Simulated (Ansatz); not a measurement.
**Molecular dynamics of Ge16H**

Input:

```yaml
accuracy: low
crystal:
  lattice:
    - [0.0, 5.66, 5.66]
    - [5.66, 0.0, 5.66]
    - [5.66, 5.66, 0.0]
  atoms:
    - { symbol: Ge, position: [-0.0026805, 0.00877531, 0.01034288] }
    - { symbol: Ge, position: [0.11439844, 0.13786818, 0.13980956] }
    - { symbol: Ge, position: [0.01221003, -0.00843638, 0.5127011] }
    - { symbol: Ge, position: [0.12354695, 0.13230948, 0.63405626] }
    - { symbol: Ge, position: [0.0138496, 0.51049444, -0.00770025] }
    - { symbol: Ge, position: [0.12356576, 0.63255172, 0.13383006] }
    - { symbol: Ge, position: [-0.00235779, 0.5087646, 0.51032634] }
    - { symbol: Ge, position: [0.16117033, 0.61496809, 0.61549939] }
    - { symbol: Ge, position: [0.48522167, 0.02246533, 0.02137154] }
    - { symbol: Ge, position: [0.62171265, 0.1380535, 0.13993526] }
    - { symbol: Ge, position: [0.49694645, -0.00730693, 0.51277079] }
    - { symbol: Ge, position: [0.64043684, 0.0813439, 0.65218305] }
    - { symbol: Ge, position: [0.49681573, 0.51061129, -0.00678738] }
    - { symbol: Ge, position: [0.64295016, 0.65435143, 0.07400846] }
    - { symbol: Ge, position: [0.53797055, 0.47333963, 0.46713951] }
    - { symbol: Ge, position: [0.62261489, 0.61632894, 0.61665597] }
    - { symbol: H, position: [0.71228643, 0.78943556, 0.79327685] }
basis:
  ecutwfc: 420.0
kpoints:
  mp_grid: { grid: [2, 2, 2] }
hamiltonian:
  xc: pbe
  pseudopotentials: { kind: paw, azcp: { folder: soft_1 } }
scf:
  occupations: { method: fermi_dirac, width: 0.05 }
  lower_state_search: "off"
md:
  timestep: 0.5
  n_steps: 300
  ensemble: nvt_langevin
  temperature: 900.0
  initial_velocities: maxwell_boltzmann
  seed: 816357
  friction: 0.05
```

Command:

```bash
$ ansatz run input.yaml --threads 2 --pin off --max-ram 5120MiB --backend cpu --events-out ev --progress --plain --runs-dir out
```

It starts from a partly relaxed structure (largest force component 0.07 eV/Å).

Output, in part (step lines):

```
md step     0: t =     0.00 fs  T =   847.1 K  F+E_penalty+E_count = -68732.09839809 eV  E_kin = 1.861344 eV  (10 SCF iters)
md step     1: t =     0.50 fs  T =   909.6 K  F+E_penalty+E_count = -68732.09623159 eV  E_kin = 1.998744 eV  (6 SCF iters)
md step     2: t =     1.00 fs  T =   936.1 K  F+E_penalty+E_count = -68732.09185697 eV  E_kin = 2.057110 eV  (6 SCF iters)
md step     3: t =     1.50 fs  T =   945.5 K  F+E_penalty+E_count = -68732.08511184 eV  E_kin = 2.077556 eV  (6 SCF iters)
md step     4: t =     2.00 fs  T =   876.3 K  F+E_penalty+E_count = -68732.07585099 eV  E_kin = 1.925644 eV  (6 SCF iters)
md step     5: t =     2.50 fs  T =   800.3 K  F+E_penalty+E_count = -68732.06495608 eV  E_kin = 1.758560 eV  (5 SCF iters)
md step     6: t =     3.00 fs  T =   825.9 K  F+E_penalty+E_count = -68732.05235651 eV  E_kin = 1.814955 eV  (4 SCF iters)
md step     7: t =     3.50 fs  T =   822.4 K  F+E_penalty+E_count = -68732.03856803 eV  E_kin = 1.807187 eV  (5 SCF iters)
[... lines left out ...]
md step   299: t =   149.50 fs  T =   558.8 K  F+E_penalty+E_count = -68730.45545931 eV  E_kin = 1.227898 eV  (4 SCF iters)
md step   300: t =   150.00 fs  T =   579.4 K  F+E_penalty+E_count = -68730.45975647 eV  E_kin = 1.273229 eV  (6 SCF iters)
```

The steps, from the saved trajectory:

| time (fs) | T (K) | potential energy less start (eV) |
| --- | --- | --- |
| 0 | 847 | 0.000 |
| 5 | 757 | 0.103 |
| 10 | 713 | 0.259 |
| 15 | 678 | 0.443 |
| 20 | 791 | 0.602 |
| 25 | 562 | 0.769 |
| 30 | 848 | 0.864 |
| 35 | 938 | 0.944 |
| 40 | 941 | 1.103 |
| 45 | 982 | 1.045 |
| 50 | 1287 | 0.981 |
| 55 | 822 | 1.048 |
| 60 | 584 | 1.172 |
| 65 | 496 | 1.331 |
| 70 | 540 | 1.391 |
| 75 | 785 | 1.402 |
| 80 | 1068 | 1.516 |
| 85 | 1042 | 1.391 |
| 90 | 1024 | 1.475 |
| 95 | 1096 | 1.446 |
| 100 | 1139 | 1.475 |
| 105 | 1147 | 1.641 |
| 110 | 1090 | 1.681 |
| 115 | 1010 | 1.682 |
| 120 | 1160 | 1.857 |
| 125 | 1003 | 1.935 |
| 130 | 1008 | 1.920 |
| 135 | 936 | 1.853 |
| 140 | 626 | 1.782 |
| 145 | 565 | 1.692 |
| 150 | 579 | 1.639 |

All steps were run. A run of 0.15 ps of so small a system gives no equilibrium averages. Limits of this set-up: coarse k mesh, odd electron count without spin, a small cell, in which the defect meets its images, low accuracy level.

Mean squared displacements from the first frame to the last, about the centre of mass: Ge 0.04 Å², H 0.09 Å².

Last frame:

```xyz
17
Lattice="0.0000 5.6600 5.6600 5.6600 0.0000 5.6600 5.6600 5.6600 0.0000" Properties=species:S:1:pos:R:3
Ge 0.215 -0.108 0.126
Ge 1.688 1.359 1.484
Ge 2.704 2.884 -0.001
Ge 4.191 4.302 1.396
Ge 3.190 -0.074 3.062
Ge 4.294 1.361 4.525
Ge 5.873 2.826 3.058
Ge 7.144 4.575 4.455
Ge 0.353 2.745 2.977
Ge 1.613 4.332 4.319
Ge 2.730 5.778 2.836
Ge 4.050 7.049 4.195
Ge 2.680 2.689 5.727
Ge 4.182 3.864 7.442
Ge 5.242 5.566 5.671
Ge 6.700 7.121 7.022
H 9.194 8.289 8.501
```

Time of the run: 20 min on 2 threads of Intel(R) Xeon(R) 6975P-C (Granite Rapids), with other jobs on the host, peak memory 1.3 GiB.
